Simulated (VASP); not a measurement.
# Ta (Fm-3m) in VASP: single point with PBEsol

Aim: the single point of Ta with PBEsol.

Program: VASP 6.6.1. These are calculated values, not measurements. Logs are shortened: lines on timing, memory, paths and dates and some standing lists are left out, and cuts for length are marked.

### 1 The structure

The structure is cubic, space group Fm-3m (No. 225). The conventional cell has a = 4.177 Å, b = 4.177 Å, c = 4.177 Å, α = 90.00°, β = 90.00°, γ = 90.00°. Ta (site symmetry m-3m) is surrounded by 12 Ta at 2.95 Å.

This isn't the form of Ta at room conditions, which is bcc.

### 2 Single point, PBEsol, non-collinear spin, zero start, spin-orbit coupling

File INCAR:

```
SYSTEM = Ta
PREC = Accurate
ENCUT = 520
EDIFF = 1E-7
ISMEAR = 0
SIGMA = 0.1
LREAL = .False.
LASPH = .True.
NELM = 100
ALGO = Normal
ISIF = 2
LWAVE = .False.
LCHARG = .False.
LNONCOLLINEAR = .True.
MAGMOM = 0 0 0
LORBIT = 11
LSORBIT = .True.
GGA_COMPAT = .False.
LMAXMIX = 4
GGA = PS
```

File KPOINTS:

```
Automatic mesh
0
Gamma
  18 18 18
  0 0 0
```

File POSCAR:

```
Ta
1.0
    0.0000000000      2.0883400000      2.0883400000
    2.0883400000      0.0000000000      2.0883400000
    2.0883400000      2.0883400000      0.0000000000
Ta
1
Direct
    0.0000000000      0.0000000000      0.0000000000
```

Potentials or basis: VASP PAW PBE potentials, release 64 (Ta_pv).

On the command line:

```sh
cat potpaw_PBE.64/Ta_pv/POTCAR > POTCAR
mpirun -np 1 vasp_ncl > vasp.out
```

OUTCAR:

```text
SYSTEM = Ta
   PREC = Accurate
   ENCUT = 520
   EDIFF = 1E-7
   ISMEAR = 0
   LREAL = .False.
   LASPH = .True.
   NELM = 100
   ISIF = 2
   LNONCOLLINEAR = .True.
   LORBIT = 11
   LSORBIT = .True.
   GGA = PS

 ion  position               nearest neighbor table
   1  0.000  0.000  0.000-

  LATTYP: Found a face centered cubic cell.
 ALAT       =     4.1766800000

  Lattice vectors:

 A1 = (   0.0000000000,   2.0883400000,   2.0883400000)
 A2 = (   2.0883400000,   0.0000000000,   2.0883400000)
 A3 = (   2.0883400000,   2.0883400000,   0.0000000000)

Analysis of symmetry for initial positions (statically):
=====================================================================
 Subroutine PRICEL returns:
 Original cell was already a primitive cell.

 Routine SETGRP: Setting up the symmetry group for a
 face centered cubic supercell.

 Subroutine GETGRP returns: Found 48 space group operations
 (whereof 48 operations were pure point group operations)
 out of a pool of 48 trial point group operations.

The static configuration has the point symmetry O_h .

Analysis of symmetry for dynamics (positions and initial velocities):
=====================================================================
 Subroutine PRICEL returns:
 Original cell was already a primitive cell.

 Routine SETGRP: Setting up the symmetry group for a
 face centered cubic supercell.

 Subroutine GETGRP returns: Found 48 space group operations
 (whereof 48 operations were pure point group operations)
 out of a pool of 48 trial point group operations.

The dynamic configuration has the point symmetry O_h .

Analysis of structural, dynamic, and magnetic symmetry:
=====================================================================
 Subroutine PRICEL returns:
 Original cell was already a primitive cell.

 Routine SETGRP: Setting up the symmetry group for a
 face centered cubic supercell.

 Subroutine GETGRP returns: Found 48 space group operations
 (whereof 48 operations were pure point group operations)
 out of a pool of 48 trial point group operations.

The overall configuration has the point symmetry O_h .

 Subroutine INISYM returns: Found 48 space group operations
 (whereof 48 operations are pure point group operations),
 and found     1 'primitive' translations

----------------------------------------------------------------------------------------

                                     Primitive cell

  volume of cell :      18.2152

  direct lattice vectors                    reciprocal lattice vectors
     0.000000000  2.088340000  2.088340000    -0.239424615  0.239424615  0.239424615
     2.088340000  0.000000000  2.088340000     0.239424615 -0.239424615  0.239424615
     2.088340000  2.088340000  0.000000000     0.239424615  0.239424615 -0.239424615

  length of vectors
     2.953358751  2.953358751  2.953358751     0.414695597  0.414695597  0.414695597

  position of ions in fractional coordinates (direct lattice)
     0.000000000  0.000000000  0.000000000

  ion indices of the primitive-cell ions
   primitive index   ion index
                 1           1

----------------------------------------------------------------------------------------

 KPOINTS: Automatic mesh

Automatic generation of k-mesh.
 Grid dimensions read from file:
 generate k-points for:   18   18   18

 Generating k-lattice:

  Cartesian coordinates                     Fractional coordinates (reciprocal lattice)
    -0.013301367  0.013301367  0.013301367     0.055555556  0.000000000  0.000000000
     0.013301367 -0.013301367  0.013301367     0.000000000  0.055555556  0.000000000
     0.013301367  0.013301367 -0.013301367     0.000000000  0.000000000  0.055555556

  Length of vectors
     0.023038644  0.023038644  0.023038644

  Shift w.r.t. Gamma in fractional coordinates (k-lattice)
     0.000000000  0.000000000  0.000000000

 Subroutine IBZKPT returns following result:
 ===========================================

 Found    195 irreducible k-points:

 Following reciprocal coordinates:
            Coordinates               Weight
  0.000000  0.000000  0.000000      1.000000
  0.055556  0.000000  0.000000      8.000000
  0.111111  0.000000  0.000000      8.000000
  0.166667  0.000000  0.000000      8.000000
  0.222222  0.000000  0.000000      8.000000
  0.277778  0.000000  0.000000      8.000000
[... 16 lines left out ...]
 -0.277778  0.055556  0.000000     24.000000
 -0.222222  0.055556  0.000000     24.000000
 [... further k-points ...]
   k-points           NKPTS =    195   k-points in BZ     NKDIM =    195   number of bands    NBANDS=     18
   number of dos      NEDOS =    301   number of ions     NIONS =      1
   total plane-waves  NPLWV =  13824
   dimension x,y,z NGX =    24 NGY =   24 NGZ =   24
   dimension x,y,z NGXF=    48 NGYF=   48 NGZF=   48
   ions per type =               1
   NGX,Y,Z   is equivalent  to a cutoff of  13.51, 13.51, 13.51 a.u.
   NGXF,Y,Z  is equivalent  to a cutoff of  27.02, 27.02, 27.02 a.u.
 SYSTEM =  Ta
   PREC   = accura    normal or accurate (medium, high low for compatibility)
   ISTART =      0    job   : 0-new  1-cont  2-samecut
   ICHARG =      2    charge: 1-file 2-atom 10-const
   ISPIN  =      1    spin polarized calculation?
   LNONCOLLINEAR =      T non collinear calculations
   LSORBIT =      T    spin-orbit coupling
   LASPH  =      T    aspherical Exc in radial PAW
   ENCUT  =  520.0 eV  38.22 Ry    6.18 a.u.   5.49  5.49  5.49*2*pi/ulx,y,z
   NELM   =    100;   NELMIN=  2; NELMDL= -5     # of ELM steps
   EDIFF  = 0.1E-06   stopping-criterion for ELM
   LREAL  =      F    real-space projection
   EDIFFG = 0.1E-05   stopping-criterion for IOM
   NSW    =      0    number of steps for IOM
   IBRION =     -1    ionic relax: 0-MD 1-quasi-New 2-CG
   NFREE  =      0    steps in history (QN), initial steepest desc. (CG)
   ISIF   =      2    stress and relaxation
   ISYM   =      2    0-nonsym 1-usesym 2-fastsym
   POTIM  = 0.5000    time-step for ionic-motion
   TEBEG  =    0.0;   TEEND  =   0.0 temperature during run
   PSTRESS=    0.0 pullay stress
   NELECT =      11.0000    total number of electrons
   NUPDOWN=      -1.0000    fix difference up-down
   EMIN   =  10.00;   EMAX   =-10.00  energy-range for DOS
   EFERMI =   0.00;   METHOD = LEGACY
   ISMEAR =     0;   SIGMA  =   0.10  broadening in eV -4-tet -1-fermi 0-gaus
   EFERMI_NEDOS =   21; number of points for ismear=-14 and -15
   IALGO  =     38    algorithm
   IMIX   =      4    mixing-type and parameters
     AMIX     =   0.40;   BMIX     =  1.00
     AMIX_MAG =   1.60;   BMIX_MAG =  1.00
  volume/ion in A,a.u.               =      18.22       122.92
  Fermi-wavevector in a.u.,A,eV,Ry     =   1.383761  2.614930 26.052373  1.914795
  Thomas-Fermi vector in A             =   2.508329
   LORBIT       =     11    0 simple, 1 ext, 2 COOP (PROOUT), +10 PAW based schemes
   GGA     = PS    functional components
   LHFCALC =     F    Hartree Fock is set to
   AEXX    =    0.0000 exact exchange contribution
   IVDW    =     0    specifies the selected vdW correction
   LEPSILON=     F    determine dielectric tensor
   LRPA    =     F    only Hartree local field effects (RPA)
 Gauss-broadening in eV      SIGMA  =   0.10
  energy-cutoff  :      520.00
  volume of cell :       18.22
 maximum number of plane-waves:      1062
 NGX is ok and might be reduce to    24
   NGX = 11   NGY = 11   NGZ = 11

 number of electron      11.0000000 magnetization       0.0000000      0.0000000      0.0000000

 number of electron      11.0000001 magnetization      -0.0000000      0.0000000     -0.0000000

 number of electron      11.0000001 magnetization       0.0000000     -0.0000000      0.0000000

 Free energy of the ion-electron system (eV)
  ---------------------------------------------------
  ext. energy  EPLUGINS =         0.00000000
  ---------------------------------------------------
  free energy    TOTEN  =       -13.01273733 eV

  energy without entropy =      -13.00550234  energy(sigma->0) =      -13.00911984

 E-fermi :   5.5804     XC(G=0): -12.6726

 val. band max:        5.5724495472   @ k =   0.5000   0.2778   0.0000
 cond. band min:       5.5919530995   @ k =  -0.3889   0.2222   0.1111
 fundamental gap:      0.0195035523
 Fermi energy:         5.5804201604

 k-point     1 :       0.0000    0.0000    0.0000
  band No.  band energies     occupation
      1     -33.3219      1.00000
      2     -33.3219      1.00000
      3     -25.2803      1.00000
      4     -25.2803      1.00000
      5     -25.2803      1.00000
      6     -25.2803      1.00000
[... 481 lines left out ...]
      5     -25.3839      1.00000
      6     -25.3839      1.00000
[... 10 lines left out ...]
     17       9.6941      0.00000
     18       9.6941      0.00000

 [... further k-points ...]

------------------------ aborting loop because EDIFF is reached ----------------------------------------

  FORCE on cell =-STRESS in cart. coord.  units (eV):
  Direction    XX          YY          ZZ          XY          YZ          ZX
  --------------------------------------------------------------------------------------
  -------------------------------------------------------------------------------------
  Total       -0.0620578     -0.0620578     -0.0620578      0.0000000      0.0000000      0.0000000
  in kB       -5.4585030     -5.4585030     -5.4585030      0.0000000      0.0000000      0.0000000
  external PRESSURE =      -5.4585030 kB  Pullay stress =       0.0000000 kB

 VOLUME and BASIS-vectors are now :
 -----------------------------------------------------------------------------
  energy-cutoff  :      520.00
  volume of cell :       18.22
      direct lattice vectors                 reciprocal lattice vectors
     0.000000000  2.088340000  2.088340000    -0.239424615  0.239424615  0.239424615
     2.088340000  0.000000000  2.088340000     0.239424615 -0.239424615  0.239424615
     2.088340000  2.088340000  0.000000000     0.239424615  0.239424615 -0.239424615

 POSITION                                       TOTAL-FORCE (eV/Angst)
 -----------------------------------------------------------------------------------
      0.00000      0.00000      0.00000         0.000000      0.000000      0.000000
 -----------------------------------------------------------------------------------
    total drift:                                0.000000      0.000000      0.000000

  FREE ENERGIE OF THE ION-ELECTRON SYSTEM (eV)
  ---------------------------------------------------
  free  energy   TOTEN  =       -13.0127373305 eV

  energy  without entropy=      -13.0055023414  energy(sigma->0) =      -13.00911984

 Spin-Orbit-Coupling matrix elements

 Ion:    1  E_soc:     -1.4355034
 l=   1
     0.0000000    -0.2153169    -0.2153169
    -0.2153169     0.0000000    -0.2153169
    -0.2153169    -0.2153169     0.0000000
 l=   2
     0.0000000    -0.0058009     0.0000000    -0.0058009    -0.0181328
    -0.0058009     0.0000000    -0.0135996    -0.0058009    -0.0045332
     0.0000000    -0.0135996     0.0000000    -0.0135996     0.0000000
    -0.0058009    -0.0058009    -0.0135996     0.0000000    -0.0045332
    -0.0181328    -0.0045332     0.0000000    -0.0045332     0.0000000
 l=   3
     0.0000000     0.0000000     0.0000000     0.0000000     0.0000000     0.0000000     0.0000000
     0.0000000     0.0000000     0.0000000     0.0000000     0.0000000     0.0000000     0.0000000
     0.0000000     0.0000000     0.0000000     0.0000000     0.0000000     0.0000000     0.0000000
     0.0000000     0.0000000     0.0000000     0.0000000     0.0000000     0.0000000     0.0000000
     0.0000000     0.0000000     0.0000000     0.0000000     0.0000000     0.0000000     0.0000000
     0.0000000     0.0000000     0.0000000     0.0000000     0.0000000     0.0000000     0.0000000
     0.0000000     0.0000000     0.0000000     0.0000000     0.0000000     0.0000000     0.0000000

 total charge

# of ion       s       p       d       tot
------------------------------------------
    1        0.379   6.180   2.349   8.907

 magnetization (x)

# of ion       s       p       d       tot
------------------------------------------
    1        0.000   0.000   0.000   0.000

 magnetization (y)

# of ion       s       p       d       tot
------------------------------------------
    1        0.000   0.000   0.000   0.000

 magnetization (z)

# of ion       s       p       d       tot
------------------------------------------
    1        0.000  -0.000   0.000  -0.000
```

Run time: 80 s. Hardware: 1 thread of AMD EPYC 9R14 (Zen 4), shared host; peak memory 0.23 GiB.

What came out:

```
Free energy                                           : -13.0127 eV
Pressure                                              : -0.5 GPa
Net moment                                            : 0.00 μB per cell
Valence electrons inside the program's atomic spheres : Ta 8.91
```

Moments on the atoms (μB; x, y, z):
```
Ta  0.00 0.00 0.00
```

Caveat: the PAW data sets were made with another functional, which shifts forces and pressure a little.
